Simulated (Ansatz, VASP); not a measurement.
## Fe: VASP beside Ansatz

```
Fe
1.0
     2.41838    0.00000    0.00000
    -1.20919    2.09438    0.00000
     0.00000    0.00000    2.33041
Fe
1
Direct
  0.00000 0.00000 0.00000
```

Alike in both runs: functional PBEsol; k mesh 27 × 27 × 24; occupations gaussian, width 0.1 eV; collinear spin.

Ansatz relaxed the structure, and its values are those at the end. VASP's run is a single point on that final structure, the one shown.

|  | VASP | Ansatz |
| --- | --- | --- |
| version | VASP 6.6.1 | Ansatz 0.2.0 |
| potentials or method | VASP PAW PBE potentials, release 64 (Fe) | scalar-relativistic, plane waves, PAW |
| plane-wave cutoff (eV) | 520 | 420 |
| valence electrons in the cell | 8 | 16 |

Ansatz gave:

```
gap on the k mesh at the Fermi level (eV)                     : none
pressure (GPa)                                                : 0.0
net moment per atom (μB)                                      : 2.20
size of the moment on the site where the two differ most (μB) : 2.16
```

Question: What did VASP give for the same quantities?

Answer: gap on the k mesh at the Fermi level (eV): none; pressure (GPa): -0.1; net moment per atom (μB): 2.21; size of the moment on the site where the two differ most (μB): 2.19.

Site moments also hang on the region over which each program counts them. A gap of «none» marks a metal or a gap that the smearing closes. The functional is the same, so the differences come from potentials, cutoffs and numerics. The two sets of potentials don't hold the same shells in valence.

Caveats: the PAW data sets were made with another functional, which shifts forces and pressure a little (VASP).
